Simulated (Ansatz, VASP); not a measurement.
TiNi in VASP and in Ansatz

```
Ti Ni
1.0
     3.06677    0.00000    0.00000
     0.00000    3.06677    0.00000
     0.00000    0.00000    3.06677
Ti Ni
1 1
Direct
  0.50000 0.50000 0.50000
  0.00000 0.00000 0.00000
```

Alike in both runs: task single point; functional PBEsol; k mesh 14 × 14 × 14; occupations gaussian, width 0.1 eV; no spin polarisation.

|  | VASP | Ansatz |
| --- | --- | --- |
| version | VASP 6.6.1 | Ansatz 0.2.0 |
| potentials or method | VASP PAW PBE potentials, release 64 (Ti_sv, Ni) | scalar-relativistic, plane waves, PAW |
| plane-wave cutoff (eV) | 520 | 420 |
| valence electrons in the cell | 22 | 30 |

```csv
,VASP,Ansatz,Ansatz less VASP
gap on the k mesh at the Fermi level (eV),none,none,-
pressure (GPa),-13.7,-13.7,-0.06
```

A gap of «none» marks a metal or a gap that the smearing closes. The two sets of potentials don't hold the same shells in valence.

Caveats: the PAW data sets were made with another functional, which shifts forces and pressure a little (VASP). Spin polarisation is off, so any magnetic state and its effect on volume and gap are missing.
